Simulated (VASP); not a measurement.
# BaF2 (Frankdicksonite) (Fm-3m) in VASP: settings compared, part 2 of 3

VASP 6.6.1. The steps go on from the part before.

### 4 Phonons, LDA, target pressure 1.5 GPa, at which the enthalpy is minimised

POSCAR

```
BaF2
1.0
   -0.0000000000      3.0437379868      3.0437379868
    3.0437379868      0.0000000000      3.0437379868
    3.0437379868      3.0437379868     -0.0000000000
  Ba              F
     1     2
Direct
     1.0000000000000000    1.0000000000000000    0.0000000000000000
     0.2500000000000000    0.2500000000000000    0.2500000000000000
     0.7500000000000000    0.7500000000000000    0.7500000000000000
```

INCAR.step1

```
  PREC = Accurate
  ENCUT = 600
  EDIFF = 1E-8
  ISMEAR = 0
  SIGMA = 0.03
  LREAL = F
  LASPH = T
  NELM = 80
  ALGO = Fast
  ISIF = 3
  LWAVE = F
  LCHARG = F
  GGA = CA
  PSTRESS = 15.0
  KPAR = 2
  IBRION = 2
  NSW = 40
  EDIFFG = -0.002
```

INCAR.step2

```
  PREC = Accurate
  ENCUT = 600
  EDIFF = 1E-8
  ISMEAR = 0
  SIGMA = 0.03
  LREAL = F
  LASPH = T
  NELM = 80
  ALGO = Fast
  ISIF = 2
  LWAVE = F
  LCHARG = F
  GGA = CA
  PSTRESS = 15.0
  KPAR = 2
  IBRION = 6
  NFREE = 2
  POTIM = 0.015
  NSW = 1
```

KPOINTS

```
regular mesh
0
Gamma
  8 8 8
```

Potentials or basis: VASP PAW LDA potentials, release 64 (Ba_sv, F).

On the command line:

```bash
> cat potpaw_LDA.64/Ba_sv/POTCAR potpaw_LDA.64/F/POTCAR > POTCAR
> cp INCAR.step1 INCAR
> mpirun -np 2 vasp_std > vasp.out
> cp CONTCAR POSCAR
> cp INCAR.step2 INCAR
> mpirun -np 2 vasp_std > vasp.out
```

OUTCAR:

```text
PREC = Accurate
   ENCUT = 600
   EDIFF = 1E-8
   ISMEAR = 0
   LREAL = F
   LASPH = T
   NELM = 80
   ISIF = 2
   GGA = CA
   PSTRESS = 15.0
   IBRION = 6
   NFREE = 2
   POTIM = 0.015
   NSW = 1

 ion  position               nearest neighbor table
   1  0.000  0.000  0.000-   2 2.62   3 2.62   3 2.62   3 2.62   3 2.62   2 2.62   2 2.62   2 2.62

   2  0.250  0.250  0.250-   1 2.62   1 2.62   1 2.62   1 2.62
   3  0.750  0.750  0.750-   1 2.62   1 2.62   1 2.62   1 2.62

  LATTYP: Found a face centered cubic cell.
 ALAT       =     6.0461608120

  Lattice vectors:

 A1 = (   0.0000000000,   3.0230804060,   3.0230804060)
 A2 = (   3.0230804060,   0.0000000000,   3.0230804060)
 A3 = (   3.0230804060,   3.0230804060,   0.0000000000)

Analysis of symmetry for initial positions (statically):
=====================================================================
 Subroutine PRICEL returns:
 Original cell was already a primitive cell.

 Routine SETGRP: Setting up the symmetry group for a
 face centered cubic supercell.

 Subroutine GETGRP returns: Found 48 space group operations
 (whereof 48 operations were pure point group operations)
 out of a pool of 48 trial point group operations.

The static configuration has the point symmetry O_h .

Analysis of symmetry for dynamics (positions and initial velocities):
=====================================================================
 Subroutine PRICEL returns:
 Original cell was already a primitive cell.

 Routine SETGRP: Setting up the symmetry group for a
 face centered cubic supercell.

 Subroutine GETGRP returns: Found 48 space group operations
 (whereof 48 operations were pure point group operations)
 out of a pool of 48 trial point group operations.

The dynamic configuration has the point symmetry O_h .

 Subroutine INISYM returns: Found 48 space group operations
 (whereof 48 operations are pure point group operations),
 and found     1 'primitive' translations

----------------------------------------------------------------------------------------

                                     Primitive cell

  volume of cell :      55.2560

  direct lattice vectors                    reciprocal lattice vectors
     0.000000000  3.023080406  3.023080406    -0.165394211  0.165394211  0.165394211
     3.023080406  0.000000000  3.023080406     0.165394211 -0.165394211  0.165394211
     3.023080406  3.023080406  0.000000000     0.165394211  0.165394211 -0.165394211

  length of vectors
     4.275281310  4.275281310  4.275281310     0.286471178  0.286471178  0.286471178

  position of ions in fractional coordinates (direct lattice)
     0.000000000  0.000000000  0.000000000
     0.250000000  0.250000000  0.250000000
     0.750000000  0.750000000  0.750000000

  ion indices of the primitive-cell ions
   primitive index   ion index
                 1           1
[... 100 lines left out ...]
   LHFCALC =     F    Hartree Fock is set to
   AEXX    =    0.0000 exact exchange contribution
   IVDW    =     0    specifies the selected vdW correction
   LEPSILON=     F    determine dielectric tensor
   LRPA    =     F    only Hartree local field effects (RPA)
 finite differences with symmetry
 non-spin polarized calculation
 RMM-DIIS sequential band-by-band and
 Gauss-broadening in eV      SIGMA  =   0.03
  energy-cutoff  :      600.00
  volume of cell :       55.26
 maximum number of plane-waves:      1868
 NGX is ok and might be reduce to    36
   NGX = 17   NGY = 17   NGZ = 17

--------------------------------------- Ionic step        1  -------------------------------------------

 number of electron      23.9999993 magnetization

 Free energy of the ion-electron system (eV)
  ---------------------------------------------------
  ext. energy  EPLUGINS =         0.00000000
  ---------------------------------------------------
  free energy    TOTEN  =       -18.62246864 eV

  energy without entropy =      -18.62246864  energy(sigma->0) =      -18.62246864

------------------------ aborting loop because EDIFF is reached ----------------------------------------

  FORCE on cell =-STRESS in cart. coord.  units (eV):
  Direction    XX          YY          ZZ          XY          YZ          ZX
  --------------------------------------------------------------------------------------
  -------------------------------------------------------------------------------------
  Total        0.5223465      0.5223465      0.5223465     -0.0000000     -0.0000000      0.0000000
  in kB       15.1457278     15.1457278     15.1457278     -0.0000000     -0.0000000      0.0000000
  external PRESSURE =       0.1457278 kB  Pullay stress =      15.0000000 kB
[... 143 lines left out ...]
--------------------------------------- Ionic step        5  -------------------------------------------

 number of electron      23.9999994 magnetization

 Free energy of the ion-electron system (eV)
  ---------------------------------------------------
  ext. energy  EPLUGINS =         0.00000000
  ---------------------------------------------------
  free energy    TOTEN  =       -18.62203614 eV

  energy without entropy =      -18.62203614  energy(sigma->0) =      -18.62203614

 E-fermi :  -1.9045     XC(G=0):  -9.6841

 val. band max:       -2.1163455331   @ k =  -0.5000  -0.2500  -0.2500
 cond. band min:       4.5695847113   @ k =   0.0000   0.0000   0.0000
 fundamental gap:      6.6859302444
 Fermi energy:        -1.9045158901

 k-point     1 :       0.0000    0.0000    0.0000
  band No.  band energies     occupation
      1     -24.9076      2.00000
      2     -20.7613      2.00000
      3     -20.6019      2.00000
      4      -9.6458      2.00000
      5      -9.6408      2.00000
      6      -9.6364      2.00000
[... 433 lines left out ...]
      3     -20.9493      2.00000
      4     -10.0549      2.00000
      5      -9.8373      2.00000
      6      -9.8264      2.00000
[... 8 lines left out ...]
     15       7.6994      0.00000
     16       8.4621      0.00000

 [... further k-points ...]
[... 5 lines left out ...]
  --------------------------------------------------------------------------------------
  -------------------------------------------------------------------------------------
  Total        0.5252175      0.5253120      0.5253120      0.0000000      0.0654938      0.0000000
  in kB       15.2289738     15.2317156     15.2317156      0.0000000      1.8990289      0.0000000
  external PRESSURE =       0.2308016 kB  Pullay stress =      15.0000000 kB
[... 22 lines left out ...]
  energy  without entropy=      -18.6220361383  energy(sigma->0) =      -18.62203614

  enthalpy is  TOTEN    =       -18.1047155443 eV   P V=        0.5173205940

 INTERNAL STRAIN TENSORS FROM DISPLACED ATOMS
 ============================================

 INTERNAL STRAIN TENSOR FOR ION    1 for displacements in x,y,z  (eV/Angst):
          X           Y           Z          XY          YZ          ZX
  --------------------------------------------------------------------------------
  x     0.00000     0.00000     0.00000     0.00000     0.00000     0.00000
  y     0.00000     0.00000     0.00000     0.00000     0.00000     0.00000
  z     0.00000     0.00000     0.00000     0.00000     0.00000     0.00000

 INTERNAL STRAIN TENSOR FOR ION    3 for displacements in x,y,z  (eV/Angst):
          X           Y           Z          XY          YZ          ZX
  --------------------------------------------------------------------------------
  x    -0.00000    -0.00000    -0.00000     0.00000     4.36740     0.00000
  y     0.00000     0.00000     0.00000     0.00000    -0.00000     4.36740
  z     0.00000     0.00000     0.00000     4.36740     0.00000    -0.00000

 Eigenvectors and eigenvalues of the dynamical matrix
 ----------------------------------------------------

   1 f  =    8.096893 THz    50.874277 2PiTHz  270.083266 cm-1    33.486042 meV
             X         Y         Z           dx          dy          dz
      0.000000  0.000000  0.000000    -0.000000   -0.000000    0.000000
      1.511540  1.511540  1.511540    -0.695022    0.128746    0.019212
      4.534621  4.534621  4.534621     0.695022   -0.128746   -0.019212
[... 43 lines left out ...]
   9 f/i=    0.002776 THz     0.017440 2PiTHz    0.092587 cm-1     0.011479 meV
             X         Y         Z           dx          dy          dz
      0.000000  0.000000  0.000000     0.409791    0.780916    0.071900
      1.511540  1.511540  1.511540     0.152577    0.290757    0.026770
      4.534621  4.534621  4.534621     0.152577    0.290757    0.026770

 ELASTIC MODULI CONTR FROM IONIC RELAXATION (kBar)
 Direction    XX          YY          ZZ          XY          YZ          ZX
 --------------------------------------------------------------------------------
 XX          -0.0000     -0.0000     -0.0000     -0.0000      0.0000     -0.0000
 YY          -0.0000     -0.0000     -0.0000     -0.0000      0.0000     -0.0000
 ZZ          -0.0000     -0.0000     -0.0000     -0.0000      0.0000     -0.0000
 XY          -0.0000     -0.0000     -0.0000   -217.0523     -0.0000      0.0000
 YZ           0.0000      0.0000      0.0000     -0.0000   -217.0523     -0.0000
 ZX          -0.0000     -0.0000     -0.0000      0.0000     -0.0000   -217.0523
 --------------------------------------------------------------------------------
```

Run time: 3 min. Hardware: 2 MPI ranks of Intel Xeon Platinum 8488C (Sapphire Rapids), shared host; peak memory 0.29 GiB.

What came out:

| Item | Value |
| --- | --- |
| Relaxed volume | 18.42 Å³/atom |
| Relaxed cell | a = 4.275 Å, b = 4.275 Å, c = 4.275 Å, α = 60.00°, β = 60.00°, γ = 60.00° |
| Space group after relaxing (to 0.05 Å) | Fm-3m (No. 225) |
| Highest phonon frequency at Γ, LO-TO splitting left out | 270 cm⁻¹ |

The path:
```tsv
step	energy change (eV)	largest force (eV/Å)	pressure (GPa)	volume (Å³)
1	0.0000	0.0000	-0.02	56.40
2	0.0084	0.0000	1.93	54.95
3	0.0052	0.0000	1.50	55.26
```

Final structure:
```
Ba F
1.0
     0.00000    3.02308    3.02308
     3.02308    0.00000    3.02308
     3.02308    3.02308    0.00000
Ba F
1 2
Cartesian
  0.0000 0.0000 0.0000
  1.5115 1.5115 1.5115
  4.5346 4.5346 4.5346
```

Phonon frequencies in cm⁻¹ (negative: imaginary):
| q point | frequencies |
| --- | --- |
| (0.000, 0.000, 0.000) | 0 0 0 217 217 217 270 270 270 |

Spin-orbit coupling is left out, which matters for the levels of Ba.

### 5 Dielectric tensor, LDA

This run uses another cell than the first one, of 18.42 Å³/atom, 0.980 times its volume.

INCAR

```
  PREC = Accurate
  ENCUT = 600
  EDIFF = 1E-8
  ISMEAR = 0
  SIGMA = 0.03
  LREAL = F
  LASPH = T
  NELM = 80
  ALGO = Fast
  ISIF = 2
  LWAVE = F
  LCHARG = F
  GGA = CA
  LEPSILON = T
  KPAR = 2
```

KPOINTS

```
regular mesh
0
Monkhorst-Pack
  12 12 12
```

POSCAR

```
BaF2                                    
1.0
   -0.0000000000      3.0230804060      3.0230804060
    3.0230804060      0.0000000000      3.0230804060
    3.0230804060      3.0230804060     -0.0000000000
  Ba              F             
     1     2
Direct
     0.0000000000000000    0.0000000000000000    0.0000000000000000
     0.2500000000000000    0.2500000000000000    0.2500000000000000
     0.7500000000000000    0.7500000000000000    0.7500000000000000
```

Potentials or basis: VASP PAW LDA potentials, release 64 (Ba_sv, F).

On the command line:

```bash
> cat potpaw_LDA.64/Ba_sv/POTCAR potpaw_LDA.64/F/POTCAR > POTCAR
> mpirun -np 2 vasp_std > vasp.out
```

OUTCAR:

```text
PREC = Accurate
   ENCUT = 600
   EDIFF = 1E-8
   ISMEAR = 0
   LREAL = F
   LASPH = T
   NELM = 80
   ISIF = 2
   GGA = CA
   LEPSILON = T

 ion  position               nearest neighbor table
   1  0.000  0.000  0.000-   3 2.62   3 2.62   3 2.62   2 2.62   3 2.62   2 2.62   2 2.62   2 2.62

   2  0.250  0.250  0.250-   1 2.62   1 2.62   1 2.62   1 2.62
   3  0.750  0.750  0.750-   1 2.62   1 2.62   1 2.62   1 2.62

  LATTYP: Found a face centered cubic cell.
 ALAT       =     6.0461608120

  Lattice vectors:

 A1 = (   0.0000000000,   3.0230804060,   3.0230804060)
 A2 = (   3.0230804060,   0.0000000000,   3.0230804060)
 A3 = (   3.0230804060,   3.0230804060,   0.0000000000)

Analysis of symmetry for initial positions (statically):
=====================================================================
 Subroutine PRICEL returns:
 Original cell was already a primitive cell.

 Routine SETGRP: Setting up the symmetry group for a
 face centered cubic supercell.

 Subroutine GETGRP returns: Found 48 space group operations
 (whereof 48 operations were pure point group operations)
 out of a pool of 48 trial point group operations.

[... 683 lines left out ...]
  free energy    TOTEN  =        -0.23798504 eV

  energy without entropy =       -0.23798504

------------------------ aborting loop because EDIFF is reached ----------------------------------------

 PIEZOELECTRIC TENSOR FIELD DIRECTION 3  (e Angst)
 -----------------------------------------------------------------------------
     0.00017  0.00000  0.00000           (  0.00000  0.00000  0.00000)
     0.00000  0.00017 -0.00000           (  0.00000  0.00000 -0.00000)
     0.00000 -0.00000 -0.00004           (  0.00000 -0.00000 -0.00000)

 PIEZOELECTRIC TENSOR FIELD DIRECTION 3  (C/m^2)
 -----------------------------------------------------------------------------
     0.00005  0.00000  0.00000
     0.00000  0.00005 -0.00000
     0.00000 -0.00000 -0.00001

 MACROSCOPIC STATIC DIELECTRIC TENSOR (including local field effects in DFT)
 ------------------------------------------------------
           2.463840    -0.000000    -0.000000
          -0.000000     2.463840    -0.000000
           0.000000     0.000000     2.463840
 ------------------------------------------------------

 PIEZOELECTRIC TENSOR (including local field effects)  for field in x, y, z        (e  Angst)
          XX          YY          ZZ          XY          YZ          ZX
  --------------------------------------------------------------------------------
  x     0.00000     0.00000     0.00000     0.00000     0.00000     0.00000
  y     0.00000     0.00000     0.00000     0.00000     0.00000     0.00000
  z     0.00000     0.00000     0.00000     0.00000     0.00000     0.00000

 PIEZOELECTRIC TENSOR (including local field effects)  for field in x, y, z        (C/m^2)
          XX          YY          ZZ          XY          YZ          ZX
  --------------------------------------------------------------------------------
  x     0.00000     0.00000     0.00000     0.00000     0.00000     0.00000
  y     0.00000     0.00000     0.00000     0.00000     0.00000     0.00000
  z     0.00000     0.00000     0.00000     0.00000     0.00000     0.00000

 BORN EFFECTIVE CHARGES (including local field effects) (in |e|, cummulative output)
 ---------------------------------------------------------------------------------
 ion    1
    1     2.61620     0.00000     0.00000
    2     0.00000     2.61620     0.00000
    3     0.00000     0.00000     2.61620
 ion    2
    1    -1.30810     0.00000     0.00000
    2     0.00000    -1.30810     0.00000
    3     0.00000     0.00000    -1.30810
 ion    3
    1    -1.30810     0.00000     0.00000
    2     0.00000    -1.30810     0.00000
    3     0.00000     0.00000    -1.30810
```

Run time: 16 min. Hardware: 2 MPI ranks of Intel Xeon Platinum 8488C (Sapphire Rapids), shared host; peak memory 1.2 GiB.

Results:

```yaml
Electronic_dielectric_tensor_diagonal: 2.46
Born_charges_mean_of_the_diagonal: Ba +2.62; F -1.31 e
```

Levels at points of the mesh, in eV from the valence-band top:
| k point | band 8 | band 9 | band 10 | band 11 | band 12 | band 13 | band 14 | band 15 | band 16 |
| --- | --- | --- | --- | --- | --- | --- | --- | --- | --- |
| (0.04, 0.04, 0.04) | -1.81 | -1.80 | -0.16 | -0.14 | -0.14 | 6.73 | 9.32 | 9.32 | 11.89 |

Electronic dielectric tensor:
```
2.46 0.00 0.00
0.00 2.46 0.00
0.00 0.00 2.46
```

Born effective charge tensors (e):
atom 1, Ba
```
2.62 0.00 0.00
0.00 2.62 0.00
0.00 0.00 2.62
```
atom 2, F
```
-1.31  0.00  0.00
 0.00 -1.31  0.00
 0.00  0.00 -1.31
```
atom 3, F
```
-1.31  0.00  0.00
 0.00 -1.31  0.00
 0.00  0.00 -1.31
```

(Continued in part 3 of 3.)
